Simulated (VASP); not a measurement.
# Pb (Fm-3m) in VASP: further runs

Aim: see how the results for Pb move with the level of theory and the settings. Levels: r2SCAN, PBE. Tasks: relaxation of the atoms, relaxation of cell and atoms.

All numbers are computed with VASP 6.6.1; they aren't measurements. Logs are shortened: lines on timing, memory, paths and dates and some standing lists are left out, and cuts for length are marked.

## (1) The structure

It takes space group Fm-3m (No. 225, cubic). Conventional cell: a = 4.997 Å, b = 4.997 Å, c = 4.997 Å, α = 90.00°, β = 90.00°, γ = 90.00°. Pb (site symmetry m-3m) is surrounded by 12 Pb at 3.53 Å.

## (2) Relaxation of the atoms, r2SCAN

The input, INCAR:

```
SYSTEM = Pb
PREC = Accurate
ENCUT = 600
EDIFF = 1E-7
ISMEAR = 1
SIGMA = 0.1
LREAL = .False.
LASPH = .True.
NELM = 80
ALGO = Normal
ISIF = 2
LWAVE = .False.
LCHARG = .False.
METAGGA = R2SCAN
LMIXTAU = .True.
IBRION = 2
NSW = 40
EDIFFG = -0.01
```

The input, KPOINTS:

```
regular mesh
0
Gamma
  14 14 14
  0 0 0
```

The input, POSCAR:

```
Pb                                      
1.0
    0.0000000000      2.4982633628      2.4982633628
    2.4982633628      0.0000000000      2.4982633628
    2.4982633628      2.4982633628      0.0000000000
  Pb            
     1
Direct
     0.0000000000000000    0.0000000000000000    0.0000000000000000
```

Potentials or basis: VASP PAW PBE potentials, release 64 (Pb_d).

Run with:

```bash
$ cat potpaw_PBE.64/Pb_d/POTCAR > POTCAR
$ mpirun -np 1 vasp_std > vasp.out
```

OUTCAR:

```text
SYSTEM = Pb
   PREC = Accurate
   ENCUT = 600
   EDIFF = 1E-7
   ISMEAR = 1
   LREAL = .False.
   LASPH = .True.
   NELM = 80
   ISIF = 2
   METAGGA = R2SCAN
   IBRION = 2
   NSW = 40
   EDIFFG = -0.01

 ion  position               nearest neighbor table
   1  0.000  0.000  0.000-

  LATTYP: Found a face centered cubic cell.
 ALAT       =     4.9965267256

  Lattice vectors:

 A1 = (   0.0000000000,   2.4982633628,   2.4982633628)
 A2 = (   2.4982633628,   0.0000000000,   2.4982633628)
 A3 = (   2.4982633628,   2.4982633628,   0.0000000000)

Analysis of symmetry for initial positions (statically):
=====================================================================
 Subroutine PRICEL returns:
 Original cell was already a primitive cell.

 Routine SETGRP: Setting up the symmetry group for a
 face centered cubic supercell.

 Subroutine GETGRP returns: Found 48 space group operations
 (whereof 48 operations were pure point group operations)
 out of a pool of 48 trial point group operations.

The static configuration has the point symmetry O_h .

Analysis of symmetry for dynamics (positions and initial velocities):
=====================================================================
 Subroutine PRICEL returns:
 Original cell was already a primitive cell.

 Routine SETGRP: Setting up the symmetry group for a
 face centered cubic supercell.

 Subroutine GETGRP returns: Found 48 space group operations
 (whereof 48 operations were pure point group operations)
 out of a pool of 48 trial point group operations.

The dynamic configuration has the point symmetry O_h .

 Subroutine INISYM returns: Found 48 space group operations
 (whereof 48 operations are pure point group operations),
 and found     1 'primitive' translations

----------------------------------------------------------------------------------------

                                     Primitive cell

  volume of cell :      31.1849

  direct lattice vectors                    reciprocal lattice vectors
     0.000000000  2.498263363  2.498263363    -0.200139028  0.200139028  0.200139028
     2.498263363  0.000000000  2.498263363     0.200139028 -0.200139028  0.200139028
     2.498263363  2.498263363  0.000000000     0.200139028  0.200139028 -0.200139028

  length of vectors
     3.533077930  3.533077930  3.533077930     0.346650964  0.346650964  0.346650964

  position of ions in fractional coordinates (direct lattice)
     0.000000000  0.000000000  0.000000000

  ion indices of the primitive-cell ions
   primitive index   ion index
                 1           1

----------------------------------------------------------------------------------------

 KPOINTS: regular mesh

Automatic generation of k-mesh.
 Grid dimensions read from file:
 generate k-points for:   14   14   14

 Generating k-lattice:

  Cartesian coordinates                     Fractional coordinates (reciprocal lattice)
    -0.014295645  0.014295645  0.014295645     0.071428571  0.000000000  0.000000000
     0.014295645 -0.014295645  0.014295645     0.000000000  0.071428571  0.000000000
     0.014295645  0.014295645 -0.014295645     0.000000000  0.000000000  0.071428571

  Length of vectors
     0.024760783  0.024760783  0.024760783

  Shift w.r.t. Gamma in fractional coordinates (k-lattice)
     0.000000000  0.000000000  0.000000000

 Subroutine IBZKPT returns following result:
 ===========================================

 Found    104 irreducible k-points:

 Following reciprocal coordinates:
            Coordinates               Weight
  0.000000  0.000000  0.000000      1.000000
  0.071429  0.000000  0.000000      8.000000
  0.142857  0.000000  0.000000      8.000000
  0.214286  0.000000  0.000000      8.000000
  0.285714  0.000000  0.000000      8.000000
  0.357143  0.000000  0.000000      8.000000
[... 16 lines left out ...]
  0.214286  0.142857  0.000000     24.000000
  0.285714  0.142857  0.000000     24.000000
 [... further k-points ...]
   k-points           NKPTS =    104   k-points in BZ     NKDIM =    104   number of bands    NBANDS=     11
   number of dos      NEDOS =    301   number of ions     NIONS =      1
   total plane-waves  NPLWV =  21952
   dimension x,y,z NGX =    28 NGY =   28 NGZ =   28
   dimension x,y,z NGXF=    56 NGYF=   56 NGZF=   56
   ions per type =               1
   NGX,Y,Z   is equivalent  to a cutoff of  13.18, 13.18, 13.18 a.u.
   NGXF,Y,Z  is equivalent  to a cutoff of  26.35, 26.35, 26.35 a.u.
 SYSTEM =  Pb
   PREC   = accura    normal or accurate (medium, high low for compatibility)
   ISTART =      0    job   : 0-new  1-cont  2-samecut
   ICHARG =      2    charge: 1-file 2-atom 10-const
   ISPIN  =      1    spin polarized calculation?
   LNONCOLLINEAR =      F non collinear calculations
   LSORBIT =      F    spin-orbit coupling
   LASPH  =      T    aspherical Exc in radial PAW
   ENCUT  =  600.0 eV  44.10 Ry    6.64 a.u.   7.06  7.06  7.06*2*pi/ulx,y,z
[... 36 lines left out ...]
  volume of cell :       31.18
 maximum number of plane-waves:      1056
   NGX = 15   NGY = 15   NGZ = 15

 number of electron      14.0000001 magnetization

 Free energy of the ion-electron system (eV)
  ---------------------------------------------------
  ext. energy  EPLUGINS =         0.00000000
  ---------------------------------------------------
  free energy    TOTEN  =       -56.28293583 eV

  energy without entropy =      -56.28285842  energy(sigma->0) =      -56.28291002

 E-fermi :   6.9449     XC(G=0): -10.7745

 val. band max:        6.8209407695   @ k =   0.3571   0.1429   0.0714
 cond. band min:       6.9477941015   @ k =   0.3571   0.2143   0.0000
 fundamental gap:      0.1268533320
 Fermi energy:         6.9448546836

 k-point     1 :       0.0000    0.0000    0.0000
  band No.  band energies     occupation
      1     -10.7909      2.00000
      2     -10.7909      2.00000
      3     -10.7909      2.00000
      4     -10.6549      2.00000
      5     -10.6549      2.00000
      6      -5.1901      2.00000
      7      14.4145      0.00000
      8      14.4145      0.00000
      9      14.4145      0.00000
     10      17.3120      0.00000
     11      18.8331      0.00000

 k-point     2 :       0.0714    0.0000    0.0000
  band No.  band energies     occupation
      1     -10.7910      2.00000
      2     -10.7836      2.00000
      3     -10.7836      2.00000
      4     -10.6554      2.00000
      5     -10.6554      2.00000
      6      -5.0898      2.00000
      7      13.2423      0.00000
      8      14.2883      0.00000
      9      14.2883      0.00000
     10      17.0263      0.00000
     11      19.3495      0.00000

 k-point     3 :       0.1429    0.0000    0.0000
  band No.  band energies     occupation
      1     -10.7920      2.00000
      2     -10.7670      2.00000
      3     -10.7670      2.00000
      4     -10.6526      2.00000
      5     -10.6526      2.00000
      6      -4.7891      2.00000
      7      11.0555      0.00000
      8      13.9673      0.00000
      9      13.9673      0.00000
     10      16.6885      0.00000
     11      20.2446      0.00000

 k-point     4 :       0.2143    0.0000    0.0000
  band No.  band energies     occupation
      1     -10.7954      2.00000
      2     -10.7561      2.00000
      3     -10.7561      2.00000
      4     -10.6352      2.00000
      5     -10.6352      2.00000
      6      -4.2903      2.00000
      7       8.7856     -0.00000
      8      13.5626      0.00000
      9      13.5626      0.00000
     10      16.4507      0.00000
     11      19.5480      0.00000
[... 239 lines left out ...]
 k-point    22 :       0.1429    0.1429    0.0000
  band No.  band energies     occupation
      1     -10.8213      2.00000
      2     -10.7366      2.00000
      3     -10.7366      2.00000
      4     -10.6873      2.00000
      5     -10.6322      2.00000
      6      -4.6558      2.00000
      7      11.9867      0.00000
      8      12.6995      0.00000
      9      12.6995      0.00000
     10      15.9510      0.00000
     11      18.0171      0.00000

 k-point    23 :       0.2143    0.1429    0.0000
  band No.  band energies     occupation
      1     -10.8304      2.00000
      2     -10.7213      2.00000
      3     -10.7139      2.00000
      4     -10.6914      2.00000
      5     -10.6165      2.00000
      6      -4.2898      2.00000
      7      10.2500      0.00000
      8      12.1369      0.00000
      9      12.4481      0.00000
     10      15.9610      0.00000
     11      17.1158      0.00000

 k-point    24 :       0.2857    0.1429    0.0000
  band No.  band energies     occupation
      1     -10.8308      2.00000
      2     -10.7341      2.00000
      3     -10.7065      2.00000
      4     -10.6649      2.00000
      5     -10.5862      2.00000
      6      -3.7314      2.00000
      7       8.1855     -0.00000
      8      11.7136      0.00000
      9      11.9554      0.00000
     10      15.8394      0.00000
     11      17.4283      0.00000

 [... further k-points ...]

------------------------ aborting loop because EDIFF is reached ----------------------------------------

  FORCE on cell =-STRESS in cart. coord.  units (eV):
  Direction    XX          YY          ZZ          XY          YZ          ZX
  --------------------------------------------------------------------------------------
  -------------------------------------------------------------------------------------
  Total        0.0008603      0.0008603      0.0008603     -0.0000000      0.0000000      0.0000000
  in kB        0.0442007      0.0442007      0.0442007     -0.0000000      0.0000000      0.0000000
  external PRESSURE =       0.0442007 kB  Pullay stress =       0.0000000 kB

 VOLUME and BASIS-vectors are now :
 -----------------------------------------------------------------------------
  energy-cutoff  :      600.00
  volume of cell :       31.18
      direct lattice vectors                 reciprocal lattice vectors
     0.000000000  2.498263363  2.498263363    -0.200139028  0.200139028  0.200139028
     2.498263363  0.000000000  2.498263363     0.200139028 -0.200139028  0.200139028
     2.498263363  2.498263363  0.000000000     0.200139028  0.200139028 -0.200139028

 POSITION                                       TOTAL-FORCE (eV/Angst)
 -----------------------------------------------------------------------------------
      0.00000      0.00000      0.00000        -0.000000      0.000000     -0.000000
 -----------------------------------------------------------------------------------
    total drift:                               -0.000000     -0.000000     -0.000000

  FREE ENERGIE OF THE ION-ELECTRON SYSTEM (eV)
  ---------------------------------------------------
  free  energy   TOTEN  =       -56.2829358261 eV

  energy  without entropy=      -56.2828584160  energy(sigma->0) =      -56.28291002

 reached required accuracy - stopping structural energy minimisation
```

Wall time 2.6 min (1 thread of Intel Xeon Platinum 8488C (Sapphire Rapids), shared host); peak memory 0.19 GiB.

Results:

- Free energy: -56.2829 eV
- Pressure after relaxing: 0.0 GPa
- Band gap on the k mesh: none (metal or under the smearing width)

Final structure:
```
Pb
1.0
     0.00000    2.49826    2.49826
     2.49826    0.00000    2.49826
     2.49826    2.49826    0.00000
Pb
1
Direct
  0.00000 0.00000 0.00000
```

Caveat: the relaxation stopped at its first step, so nothing moved; the PAW data sets were made with another functional, which shifts forces and pressure a little. Spin-orbit coupling is left out, which matters for the levels of Pb.

## (3) Relaxation of the atoms, r2SCAN (a relaxed cell with its volume scaled by 1.02)

INCAR is that of step 2.

KPOINTS is that of step 2.

The input, POSCAR:

```
Pb                                      
1.0
    0.0000000000      2.5148086355      2.5148086355
    2.5148086355      0.0000000000      2.5148086355
    2.5148086355      2.5148086355      0.0000000000
  Pb            
     1
Direct
     0.0000000000000000    0.0000000000000000    0.0000000000000000
```

Potentials or basis: VASP PAW PBE potentials, release 64 (Pb_d).

Run with:

```bash
$ cat potpaw_PBE.64/Pb_d/POTCAR > POTCAR
$ mpirun -np 1 vasp_std > vasp.out
```

Wall time 2.5 min (1 thread of Intel Xeon Platinum 8488C (Sapphire Rapids), shared host); peak memory 0.19 GiB.

It converged, with:

```yaml
Free_energy: -56.2814 eV
Pressure_after_relaxing: -0.8 GPa
Band_gap_on_the_k_mesh: none (metal or under the smearing width)
```

Final structure:
```
Pb
1.0
     0.00000    2.51481    2.51481
     2.51481    0.00000    2.51481
     2.51481    2.51481    0.00000
Pb
1
Direct
  0.00000 0.00000 0.00000
```

Levels at points of the mesh, in eV from the Fermi level:
```csv
k point,band 3,band 4,band 5,band 6,band 7,band 8,band 9,band 10,band 11
"(0.00, 0.00, 0.00)",-17.71,-17.58,-17.58,-11.98,7.32,7.32,7.32,10.37,11.64
"(0.50, 0.00, 0.00)",-17.70,-17.45,-17.45,-8.45,-4.15,5.51,5.51,9.61,9.91
"(0.50, 0.50, 0.00)",-17.46,-17.42,-17.42,-7.07,-3.28,2.05,2.05,5.75,6.86
```

Caveat: the relaxation stopped at its first step, so nothing moved; the PAW data sets were made with another functional, which shifts forces and pressure a little. The run has no spin-orbit coupling, so splittings on Pb are missing.

## (4) Relaxation of the atoms, r2SCAN (a relaxed cell with its volume scaled by 1.04)

INCAR is that of step 3.

KPOINTS is that of step 3.

The input, POSCAR:

```
Pb                                      
1.0
    0.0000000000      2.5311390192      2.5311390192
    2.5311390192      0.0000000000      2.5311390192
    2.5311390192      2.5311390192      0.0000000000
  Pb            
     1
Direct
     0.0000000000000000    0.0000000000000000    0.0000000000000000
```

Run with:

```bash
$ cat potpaw_PBE.64/Pb_d/POTCAR > POTCAR
$ mpirun -np 1 vasp_std > vasp.out
```

Run time: 3.6 min. Hardware: 1 thread of Intel Xeon Platinum 8488C (Sapphire Rapids), shared host; peak memory 0.19 GiB.

Results (log left out):

```
Free energy             : -56.2769 eV
Pressure after relaxing : -1.5 GPa
Band gap on the k mesh  : none (metal or under the smearing width)
```

Final structure:
```cif
data_structure
_symmetry_space_group_name_H-M 'P 1'
_symmetry_Int_Tables_number 1
_cell_length_a 3.5796
_cell_length_b 3.5796
_cell_length_c 3.5796
_cell_angle_alpha 60.000
_cell_angle_beta 60.000
_cell_angle_gamma 60.000
_cell_volume 32.43
loop_
_atom_site_label
_atom_site_type_symbol
_atom_site_fract_x
_atom_site_fract_y
_atom_site_fract_z
_atom_site_occupancy
Pb1 Pb 0.00000 0.00000 0.00000 1
```

Levels at points of the mesh, in eV from the Fermi level:
```csv
k point,band 3,band 4,band 5,band 6,band 7,band 8,band 9,band 10,band 11
"(0.00, 0.00, 0.00)",-17.68,-17.56,-17.56,-11.84,7.18,7.18,7.18,10.36,11.40
"(0.50, 0.00, 0.00)",-17.67,-17.44,-17.44,-8.42,-4.04,5.41,5.41,9.46,9.90
"(0.50, 0.50, 0.00)",-17.45,-17.41,-17.41,-7.08,-3.19,2.04,2.04,5.71,6.82
```

Caveat: the relaxation stopped at its first step, so nothing moved; the PAW data sets were made with another functional, which shifts forces and pressure a little. Spin-orbit coupling is left out, which matters for the levels of Pb.

## (5) Relaxation of the atoms, r2SCAN (a relaxed cell with its volume scaled by 1.06)

INCAR is that of step 4.

KPOINTS is that of step 4.

The input, POSCAR:

```
Pb                                      
1.0
    0.0000000000      2.5472613585      2.5472613585
    2.5472613585      0.0000000000      2.5472613585
    2.5472613585      2.5472613585      0.0000000000
  Pb            
     1
Direct
     0.0000000000000000    0.0000000000000000    0.0000000000000000
```

Run with:

```bash
$ cat potpaw_PBE.64/Pb_d/POTCAR > POTCAR
$ mpirun -np 1 vasp_std > vasp.out
```

Wall time 3.9 min (1 thread of Intel Xeon Platinum 8488C (Sapphire Rapids), shared host); peak memory 0.2 GiB.

Results (log left out):

| Item | Value |
| --- | --- |
| Free energy | -56.2698 eV |
| Pressure after relaxing | -2.1 GPa |
| Band gap on the k mesh | none (metal or under the smearing width) |

Final structure:
```yaml
crystal:
  lattice:
    - [0.00000, 2.54726, 2.54726]
    - [2.54726, 0.00000, 2.54726]
    - [2.54726, 2.54726, 0.00000]
  atoms:
    - { symbol: Pb, position: [0.00000, 0.00000, 0.00000] }
```

Levels at points of the mesh, in eV from the Fermi level:
| k point | band 4 | band 5 | band 6 | band 7 | band 8 | band 9 | band 10 | band 11 |
| --- | --- | --- | --- | --- | --- | --- | --- | --- |
| (0.00, 0.00, 0.00) | -17.55 | -17.55 | -11.71 | 7.04 | 7.04 | 7.04 | 10.36 | 11.16 |
| (0.50, 0.00, 0.00) | -17.43 | -17.43 | -8.40 | -3.94 | 5.32 | 5.32 | 9.31 | 9.89 |
| (0.50, 0.50, 0.00) | -17.40 | -17.40 | -7.10 | -3.10 | 2.03 | 2.03 | 5.67 | 6.78 |

Caveat: the relaxation stopped at its first step, so nothing moved; the PAW data sets were made with another functional, which shifts forces and pressure a little. Spin-orbit coupling is left out, which matters for the levels of Pb.

## (6) Relaxation of cell and atoms, PBE

This run uses another cell than the first one, of 30.32 Å³/atom, 0.972 times its volume.

The input, INCAR:

```
PREC = Accurate
ENCUT = 300
EDIFF = 1E-6
ISMEAR = 1
SIGMA = 0.1
LREAL = F
LASPH = T
NELM = 80
ALGO = Normal
ISIF = 3
LWAVE = F
LCHARG = F
GGA = PE
IBRION = 2
NSW = 90
EDIFFG = -0.01
```

The input, KPOINTS:

```
Automatic mesh
0
Gamma
  7 7 7
```

The input, POSCAR:

```
Pb
1.0
    0.0000000000      2.4750200000      2.4750200000
    2.4750200000      0.0000000000      2.4750200000
    2.4750200000      2.4750200000      0.0000000000
Pb
1
Direct
    0.0000000000      0.0000000000      0.0000000000
```

Potentials or basis: VASP PAW PBE potentials, release 64 (Pb).

Run with:

```bash
$ cat potpaw_PBE.64/Pb/POTCAR > POTCAR
$ mpirun -np 1 vasp_std > vasp.out
```

Wall time 2.8 s (1 thread of Intel Xeon 6975P-C (Granite Rapids), shared host); peak memory 0.12 GiB.

It converged, with:

```
Free energy                            : -3.5860 eV
Relaxed volume                         : 32.15 Å³/atom
Relaxed cell                           : a = 3.569 Å, b = 3.569 Å, c = 3.569 Å, α = 60.00°, β = 60.00°, γ = 60.00°
Space group after relaxing (to 0.05 Å) : Fm-3m (No. 225)
Energy gained by relaxing              : 14.1 meV/atom
Ionic steps                            : 3
Pressure after relaxing                : 0.0 GPa
Band gap on the k mesh                 : none (metal or under the smearing width)
```

Step by step:
```tsv
step	energy change (eV)	largest force (eV/Å)	pressure (GPa)	volume (Å³)
1	0.0000	0.0000	2.60	30.32
2	-0.0136	0.0000	-0.46	32.53
3	-0.0141	0.0000	0.01	32.15
```

Final structure:
```yaml
crystal:
  lattice:
    - [0.00000, 2.52368, 2.52368]
    - [2.52368, 0.00000, 2.52368]
    - [2.52368, 2.52368, 0.00000]
  atoms:
    - { symbol: Pb, position: [0.00000, 0.00000, 0.00000] }
```

Levels at points of the mesh, in eV from the Fermi level:
```
           k point  band 1  band 2  band 3  band 4  band 5  band 6
(0.00, 0.00, 0.00)  -11.20    7.15    7.15    7.15    9.91   10.71
```

## (7) The runs side by side

| task | level | potentials or basis | cell | k mesh | cutoff (eV) | gap on the mesh (eV) | pressure (GPa) |
| --- | --- | --- | --- | --- | --- | --- | --- |
| relaxation of the atoms | r2SCAN | VASP PAW PBE potentials, release 64 (Pb_d) | atoms relaxed | 14 × 14 × 14 | 600 | none | 0.0 |
| relaxation of the atoms | r2SCAN | VASP PAW PBE potentials, release 64 (Pb_d) | atoms relaxed from: a relaxed cell with its volume scaled by 1.02 | 14 × 14 × 14 | 600 | none | -0.8 |
| relaxation of the atoms | r2SCAN | VASP PAW PBE potentials, release 64 (Pb_d) | atoms relaxed from: a relaxed cell with its volume scaled by 1.04 | 14 × 14 × 14 | 600 | none | -1.5 |
| relaxation of the atoms | r2SCAN | VASP PAW PBE potentials, release 64 (Pb_d) | atoms relaxed from: a relaxed cell with its volume scaled by 1.06 | 14 × 14 × 14 | 600 | none | -2.1 |
| relaxation of cell and atoms | PBE | VASP PAW PBE potentials, release 64 (Pb) | relaxed | 7 × 7 × 7 | 300 | none | 0.0 |

Alike in all rows: no spin polarisation; smearing methfessel-paxton 0.1 eV.

Caveats: the relaxation stopped at its first step, so nothing moved (some runs); the PAW data sets were made with another functional, which shifts forces and pressure a little (some runs).

Total energies depend on the potentials used, so only differences within one code and one set of settings carry meaning.
